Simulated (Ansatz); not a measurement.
Space group P-3m1 (No. 164). a = 3.547 Å, b = 3.547 Å, c = 5.578 Å, α = 90.00°, β = 90.00°, γ = 120.00°
```
atom site symmetry x y z
  Hf    1a      -3m.  0.0000  0.0000  0.0000
   S    2d       3m.  0.6667  0.3333  0.7381
```

Equation of state of this HfS₂ structure (not necessarily the ground state), with shape and atoms relaxed at each volume where symmetry leaves them free. These are results of DFT PBEsol+D3(BJ), scalar-relativistic, plane waves, PAW (Ansatz), not measurements.

Plane waves to 420 eV, a k mesh through Γ of 12×12×6 on the computed 3-atom cell and Gaussian smearing (0.02 eV); no spin polarisation.

```csv
V (Å³/atom),E − E(largest V) (meV/atom),P (GPa),gap on mesh (eV)
17.831,37.63,8.67,0.00
18.438,10.17,5.86,0.00
19.046,-7.34,3.43,0.08
19.654,-16.63,1.48,0.27
20.262,-19.35,0.00,0.45
20.870,-17.09,-1.12,0.62
21.478,-11.25,-1.89,0.78
22.288,0.00,-2.45,0.94
```

Q: Fit a third-order Birch–Murnaghan equation to E(V).

A: V0 = 20.28 Å³/atom, B0 = 42 GPa, B0' = 8.3.

Spin-orbit coupling is left out, which matters for the bands of heavy elements.

Cost: 8 runs of about 4 core-minutes in all, on Arm Neoverse V2 (shared hosts).